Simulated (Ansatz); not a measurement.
Runs of Ansatz 0.2.0 on BP. Symmetry: F-43m, No. 216, cubic system. Conventional cell: a = 4.538 Å, b = 4.538 Å, c = 4.538 Å, α = 90.00°, β = 90.00°, γ = 90.00°. P (site symmetry -43m) is surrounded by 4 B at 1.97 Å. B (site symmetry -43m) is surrounded by 4 P at 1.97 Å. 

| task | level | cell | cutoff (eV) | points for each segment of the path | gap on the mesh (eV) | pressure (GPa) | V0 of scaled cells (Å³/atom) | B0 (GPa) |
| --- | --- | --- | --- | --- | --- | --- | --- | --- |
| equation of state | r2SCAN+D4 | as given | 500 | - | - | - | 11.55 | 172 |
| relaxation of cell and atoms | SVWN5 | relaxed | 420 | - | 1.15 | 0.0 | - | - |
| equation of state | revPBE | as given | 420 | - | - | - | (a) | 157 |
| equation of state | BLYP+D3(BJ) | as given | 420 | - | - | - | 11.43 | 167 |
| band structure | rPW86-PBE | as given | 420 | 14 | 1.44 | (b) | - | - |

Alike in all rows: potentials or basis Ansatz PAW; no spin polarisation; k mesh 10 × 10 × 10; smearing fermi-dirac 0.05 eV.

**Question.** Fill in the values left out.

**Answer.** (a) 11.92; (b) 4.5.

Caveats: the PAW data sets come from PBE, with cores solved anew for the run's functional, which leaves a small shift of forces and pressure (some runs); the potentials were made for another functional, which shifts forces and pressure (some runs); the PAW data sets were made with another functional, which shifts forces and pressure a little (some runs); the plane-wave basis is chosen anew once the cell has moved, so the energies of steps on either side of that aren't comparable (some runs).

A k mesh can miss the band edges.

Runs at the PBE level aren't shown here.
